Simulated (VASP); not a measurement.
The system is HfB2.

```
Hf B
1.0
     3.14000    0.00000    0.00000
    -1.57000    2.71932    0.00000
     0.00000    0.00000    3.48000
Hf B
1 2
Direct
  0.00000 0.00000 0.00000
  0.66667 0.33333 0.50000
  0.33333 0.66667 0.50000
```

| Property | Result |
| --- | --- |
| Program | VASP 6.6.1 |
| Task | relaxation of cell and atoms |
| Functional | PBEsol |
| Potentials or basis | VASP PAW PBE potentials, release 64 (Hf_pv, B) |
| Cutoff | 600 eV |
| k mesh | 8 × 8 × 8 |
| Occupations | fermi-dirac, width 0.05 eV |
| Spin | no spin polarisation |

At the start: pressure -4.5 GPa; volume 9.90 Å³/atom.

Q: How do energy, volume and symmetry change on relaxing?

A: Over 4 steps the energy falls by 2.9 meV/atom and the volume is 9.73 Å³/atom (-1.8 %); space group P6/mmm (No. 191, to 0.05 Å).

The path:
| step | energy change (eV) | largest force (eV/Å) | pressure (GPa) | volume (Å³) |
| --- | --- | --- | --- | --- |
| 1 | 0.0000 | 0.0000 | -4.51 | 29.71 |
| 2 | 0.0040 | 0.0000 | 6.30 | 28.53 |
| 3 | -0.0081 | 0.0000 | 0.15 | 29.17 |
| 4 | -0.0086 | 0.0000 | 0.00 | 29.18 |

Final structure:
```xyz
3
Lattice="3.1287 0.0000 0.0000 -1.5643 2.7095 0.0000 0.0000 0.0000 3.4426" Properties=species:S:1:pos:R:3 pbc="T T T"
Hf    1.5643    2.7095    0.0000
B     1.5643    0.9032    1.7213
B     0.0000    1.8063    1.7213
```

Caveat: the PAW data sets were made with another functional, which shifts forces and pressure a little.
